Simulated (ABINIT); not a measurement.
# Re (P6_3/mmc) in ABINIT: notebook

The runs below take Re through single point, with PBEsol, LDA, PBE.

All numbers are computed with ABINIT 10.8.3 (patched build); they aren't measurements. Logs are shortened: lines on timing, memory, paths and dates and some standing lists are left out, and cuts for length are marked. The log counts tension as positive stress, the text compression.

## 1. The structure

The structure is hexagonal, space group P6_3/mmc (No. 194). The conventional cell has a = 2.766 Å, b = 2.766 Å, c = 8.939 Å, α = 90.00°, β = 90.00°, γ = 120.00°. Re (site symmetry -6m2) has 12 Re at 2.75 to 2.77 Å as nearest neighbours. Around Re (site symmetry -3m) lie 12 Re at 2.75 to 2.77 Å.

## 2. Single point, PBEsol

Contents of run.abi:

```
pp_dirpath "./"
pseudos "Re.GGA_PBE-JTH.xml"

acell 3*1.0
rprim
     5.2277145291     0.0000000000     0.0000000000
    -2.6138572644     4.5273335859     0.0000000000
     0.0000000000     0.0000000000    16.8919692228
ntypat 1
znucl 75
natom 4
typat 1 1 1 1
xred
     0.6666666667     0.3333333333     0.7500000000
     0.0000000000     0.0000000000     0.5000000000
     0.3333333333     0.6666666667     0.2500000000
     0.0000000000     0.0000000000     0.0000000000

ecut 462.593566 eV
pawecutdg 34.0

kptopt 1
ngkpt 7 7 2
nshiftk 1
shiftk 0.0 0.0 0.0

ixc -116133

nband 36
occopt 3
tsmear 0.00183747

nstep 100
tolvrs 1.0e-9

iomode 3
prtwf 0
prtden 0
prteig 0
prtebands 0
enunit 1
prtvol 2
```

Potentials or basis: JTH PAW PBE v2.0.

Started as:

```bash
> abinit run.abi > log 2>&1
```

run.abo:

```text
.Version 10.8.3 of ABINIT
 Symmetries : space group P6_3/m m c (#194); Bravais hP (primitive hexag.)
================================================================================
 Values of the parameters that define the memory need of the present run
     intxc =       0    ionmov =       0      iscf =      17    lmnmax =      18
     lnmax =       6     mgfft =      64  mpssoang =       3    mqgrid =    4434
     natom =       4  nloc_mem =       2    nspden =       1   nspinor =       1
    nsppol =       1      nsym =      24    n1xccc =       1    ntypat =       1
    occopt =       3   xclevel =       2
       mpw =        1356          nfft =       25600          nkpt =          16
 PAW method is used; the additional fine FFT grid is defined by:
   mgfftf=        90    nfftf =     81000
================================================================================
================================================================================

--------------------------------------------------------------------------------
------------- Echo of variables that govern the present computation ------------
--------------------------------------------------------------------------------
 -outvars: echo values of preprocessed input variables --------
            acell      1.0000000000E+00  1.0000000000E+00  1.0000000000E+00 Bohr
              amu      1.86207000E+02
             ecut      1.70000000E+01 Hartree
           enunit           1
              ixc     -116133
         kptrlatt        7    0    0      0    7    0      0    0    2
          kptrlen      3.37839384E+01
            natom           4
            nband          36
            ngfft          20      20      64
          ngfftdg          30      30      90
             nkpt          16
            nstep         100
             nsym          24
           ntypat           1
           occopt           3
        pawecutdg      3.40000000E+01 Hartree
         pawxcdev           0
           prtden           0
        prtebands           0
           prteig           0
           prtvol           2
            prtwf           0
            rprim      5.2277145291E+00  0.0000000000E+00  0.0000000000E+00
                      -2.6138572644E+00  4.5273335859E+00  0.0000000000E+00
                       0.0000000000E+00  0.0000000000E+00  1.6891969223E+01
          spgroup         194
           tolvrs      1.00000000E-09
           tsmear      1.83747000E-03 Hartree
            typat      1  1  1  1
           useylm           1
           xangst      1.3831936960E+00  7.9858725273E-01  6.7041338654E+00
                       5.1188449628E-17  0.0000000000E+00  4.4694225770E+00
                       5.2917680450E-11  1.5971745055E+00  2.2347112885E+00
                       5.1188449628E-17  0.0000000000E+00  2.4810279259E-16
            xcart      2.6138572646E+00  1.5091111953E+00  1.2668976917E+01
                       9.6732150606E-17  0.0000000000E+00  8.4459846114E+00
                       9.9999923268E-11  3.0182223906E+00  4.2229923057E+00
                       9.6732150606E-17  0.0000000000E+00  4.6884632906E-16
             xred      6.6666666667E-01  3.3333333333E-01  7.5000000000E-01
                       1.8503717077E-17  0.0000000000E+00  5.0000000000E-01
                       3.3333333333E-01  6.6666666667E-01  2.5000000000E-01
                       1.8503717077E-17  0.0000000000E+00  2.7755575616E-17
            znucl       75.00000

================================================================================

 chkinp: Checking input parameters for consistency.

================================================================================
== DATASET  1 ==================================================================

--- !DatasetInfo
iteration_state: {dtset: 1, }
dimensions: {natom: 4, nkpt: 16, mband: 36, nsppol: 1, nspinor: 1, nspden: 1, mpw: 1356, }
cutoff_energies: {ecut:  17.0, pawecutdg:  34.0, }
electrons: {nelect:   6.00000000E+01, charge:   0.00000000E+00, occopt:   3.00000000E+00, tsmear:   1.83747000E-03, }
meta: {optdriver: 0, ionmov: 0, optcell: 0, iscf: 17, paral_kgb: 0, }
...

 Real(R)+Recip(G) space primitive vectors, cartesian coordinates (Bohr,Bohr^-1):
[... 209 lines left out ...]
    1      1.38319369604120     0.79858725272958     6.70413386543730
    2      0.00000000000000     0.00000000000000     4.46942257695820
    3      0.00000000005292     1.59717450545915     2.23471128847910
    4      0.00000000000000     0.00000000000000     0.00000000000000

 cartesian forces (hartree/bohr) at end:
    1      0.00000000000000     0.00000000000000     0.00000000000000
    2     -0.00000000000000    -0.00000000000000    -0.00000000000000
    3     -0.00000000000000    -0.00000000000000    -0.00000000000000
    4     -0.00000000000000    -0.00000000000000    -0.00000000000000
 frms,max,avg= 2.8523352E-28 8.0291655E-28   0.000E+00  0.000E+00  0.000E+00 h/b

 cartesian forces (eV/Angstrom) at end:
    1      0.00000000000000     0.00000000000000     0.00000000000000
    2     -0.00000000000000    -0.00000000000000    -0.00000000000000
    3     -0.00000000000000    -0.00000000000000    -0.00000000000000
    4     -0.00000000000000    -0.00000000000000    -0.00000000000000
 frms,max,avg= 1.4667297E-26 4.1287629E-26   0.000E+00  0.000E+00  0.000E+00 e/A
 length scales=  1.000000000000  1.000000000000  1.000000000000 bohr
              =  0.529177210544  0.529177210544  0.529177210544 angstroms
 Fermi (or HOMO) energy (eV) =  10.16691   Average Vxc (eV)= -14.46179
 Eigenvalues (   eV  ) for nkpt=  16  k points:
 kpt#   1, nband= 36, wtk=  0.01020, kpt=  0.0000  0.0000  0.0000 (reduced coord)
 -69.80939  -69.76240  -69.73435  -69.68718  -32.25366  -31.71059  -31.60517  -31.20169
 -31.20169  -31.12688  -31.12688  -31.10104  -31.10104  -31.02717  -31.02717  -31.02382
   0.21370    2.51906    2.61762    3.49540    7.62000    7.71858    8.25818    8.25818
   8.27076    8.27076    8.54046    8.96581    8.96581    9.05555    9.05555   10.62947
  10.80246   10.80246   11.66544   11.66544
 kpt#   2, nband= 36, wtk=  0.06122, kpt=  0.1429  0.0000  0.0000 (reduced coord)
 -69.79085  -69.74893  -69.72086  -69.67853  -32.17851  -31.73790  -31.64440  -31.36471
 -31.25418  -31.24667  -31.23115  -31.18258  -31.16800  -31.14102  -31.05459  -31.05310
   1.02176    3.23560    3.32283    4.23485    6.83193    7.22297    7.56561    7.65205
   8.04237    8.75685    8.89656    8.96196    9.05471    9.47220    9.69052    9.70666
  10.12613   10.18722   11.95847   12.50288
 kpt#   3, nband= 36, wtk=  0.06122, kpt=  0.2857  0.0000  0.0000 (reduced coord)
 -69.74695  -69.71861  -69.69019  -69.66160  -32.01430  -31.88008  -31.87586  -31.69873
 -31.61325  -31.40172  -31.36857  -31.29790  -31.25761  -31.23026  -31.14067  -31.11772
   2.86323    4.06661    4.16797    5.03936    6.17832    6.28077    6.64284    7.17891
   8.11197    8.43144    8.70681    8.73994    9.36535   10.13355   10.25927   11.14428
[... 64 lines left out ...]
   4.23013    4.23013    5.02248    5.02248    5.69279    5.69279    7.14082    7.14082
   7.92504    7.92504    8.73195    8.73195    9.35382    9.35382   11.32863   11.32863
  12.59358   12.59358   14.08526   14.08541
 kpt#  15, nband= 36, wtk=  0.06122, kpt=  0.4286  0.1429  0.5000 (reduced coord)
 -69.69114  -69.69114  -69.65483  -69.65483  -32.09126  -32.09126  -32.00408  -32.00408
 -31.58762  -31.58762  -31.45726  -31.45726  -31.38834  -31.38834  -31.24003  -31.24003
   4.53188    4.53188    4.61822    4.61822    5.28592    5.28592    7.59288    7.59288
   7.88140    7.88140    9.12050    9.12050    9.97610    9.97610   12.33737   12.33737
  13.63195   13.63195   14.13146   14.13146
 kpt#  16, nband= 36, wtk=  0.06122, kpt=  0.2857  0.2857  0.5000 (reduced coord)
 -69.68626  -69.68626  -69.65364  -69.65364  -31.98833  -31.98833  -31.91668  -31.91668
 -31.69516  -31.69516  -31.59786  -31.59786  -31.39790  -31.39790  -31.26540  -31.26540
   5.06311    5.06311    5.42619    5.42619    6.39422    6.39422    6.46358    6.46358
   7.96032    7.96032    8.07045    8.07045    9.90521    9.90521   11.17999   11.17999
  13.09079   13.09079   14.30553   14.30553
 Total charge density [el/Bohr^3]
)     Maximum=    1.3149E+00  at reduced coord.    0.0000    0.0000    0.5000
)Next maximum=    1.3149E+00  at reduced coord.    0.0000    0.0000    0.0000
)     Minimum=    2.9874E-02  at reduced coord.    0.6667    0.3333    0.1222
)Next minimum=    2.9874E-02  at reduced coord.    0.6667    0.3333    0.3778
   Integrated=    6.0000E+01

--- !EnergyTerms
iteration_state     : {dtset: 1, }
comment             : Components of total free energy in Hartree
kinetic             :  7.38523582802289E+01
hartree             :  4.45077886247260E+01
xc                  : -4.94179476433439E+01
Ewald energy        : -2.80055508423632E+02
psp_core            :  2.89731077026768E+01
local_psp           : -1.25299514240335E+02
PAW spherical_terms : -1.37566993127097E+01
internal            : -3.21196415012389E+02
'-kT*entropy'       : -1.25778273421892E-03
total_energy        : -3.21197672795123E+02
total_energy_eV     : -8.74023393573832E+03
...

--- !EnergyTermsDC
iteration_state     : {dtset: 1, }
comment             : '"Double-counting" decomposition of free energy'
band_energy         : -4.12381487451892E+01
Ewald energy        : -2.80055508423632E+02
psp_core            :  2.89731077026768E+01
xc_dc               : -5.12766984489821E+01
PAW spherical_terms :  2.24008183090233E+01
internal            : -3.21196429606103E+02
'-kT*entropy'       : -1.25778273421892E-03
total_energy_dc     : -3.21197687388837E+02
total_energy_dc_eV  : -8.74023433285350E+03
...

--- !EnergyTermsWithPAWCore
iteration_state     : {dtset: 1, }
comment             : 'Components of total free energy, including PAW core contributions'
Total energy        : -6.67515346602227E+04
Total energy DC     : -6.67515346748164E+04
Total energy (eV)   : -1.81640179215131E+06
Total energy DC (eV): -1.81640179254842E+06
...

 Cartesian components of stress tensor (hartree/bohr^3)
  sigma(1 1)=  3.46155511E-04  sigma(3 2)=  0.00000000E+00
  sigma(2 2)=  3.46155512E-04  sigma(3 1)=  0.00000000E+00
  sigma(3 3)=  2.41931847E-04  sigma(2 1)= -2.41255990E-12

-Cartesian components of stress tensor (GPa)         [Pressure= -9.1621E+00 GPa]
- sigma(1 1)=  1.01842467E+01  sigma(3 2)=  0.00000000E+00
- sigma(2 2)=  1.01842468E+01  sigma(3 1)=  0.00000000E+00
- sigma(3 3)=  7.11788069E+00  sigma(2 1)= -7.09799628E-08

== END DATASET(S) ==============================================================
================================================================================

 -outvars: echo values of variables after computation  --------
            acell      1.0000000000E+00  1.0000000000E+00  1.0000000000E+00 Bohr
           etotal     -3.2119768739E+02
            fcart      2.5753560262E-28  8.0291654729E-28  4.6700351795E-32
                      -5.1507120524E-29 -2.0816354930E-28 -1.5566783932E-32
                      -1.5452136157E-28 -3.8658944869E-28 -1.5566783932E-32
                      -5.1507120524E-29 -2.0816354930E-28 -1.5566783932E-32
            rprim      5.2277145291E+00  0.0000000000E+00  0.0000000000E+00
                      -2.6138572644E+00  4.5273335859E+00  0.0000000000E+00
                       0.0000000000E+00  0.0000000000E+00  1.6891969223E+01
           strten      3.4615551089E-04  3.4615551197E-04  2.4193184717E-04
                       0.0000000000E+00  0.0000000000E+00 -2.4125598981E-12
           xangst      1.3831936960E+00  7.9858725273E-01  6.7041338654E+00
                       5.1188449628E-17  0.0000000000E+00  4.4694225770E+00
                       5.2917680450E-11  1.5971745055E+00  2.2347112885E+00
                       5.1188449628E-17  0.0000000000E+00  2.4810279259E-16
             xred      6.6666666667E-01  3.3333333333E-01  7.5000000000E-01
                       1.8503717077E-17  0.0000000000E+00  5.0000000000E-01
                       3.3333333333E-01  6.6666666667E-01  2.5000000000E-01
                       1.8503717077E-17  0.0000000000E+00  2.7755575616E-17
 Calculation completed.
```

It took 40 s on 1 thread of Arm Neoverse V1, shared host; peak memory 0.13 GiB.

Results:

| Item | Value |
| --- | --- |
| Free energy | -8740.2343 eV |
| Band gap on the k mesh | none (metal or under the smearing width) |
| Valence electrons inside the program's atomic spheres | Re 12.09, 12.11 (radii [1.1719] Å) |

Levels at points of the mesh, in eV from the Fermi level:
```csv
k point,band 27,band 28,band 29,band 30,band 31,band 32,band 33,band 34
"(0.00, 0.00, 0.00)",-1.63,-1.20,-1.20,-1.11,-1.11,0.46,0.64,0.64
"(0.00, 0.00, 0.50)",-1.43,-1.43,-1.43,-1.43,-1.14,-1.14,1.17,1.17
```

Caveat: the k mesh is coarse (spacing up to 0.37 Å⁻¹), so the values aren't converged; the cutoff is too short for stress, so the log's stress isn't used; the PAW data sets were made with another functional, which shifts forces and pressure a little. Spin-orbit coupling is left out, which matters for the levels of Re.

(Continued in part 2 of 2.)
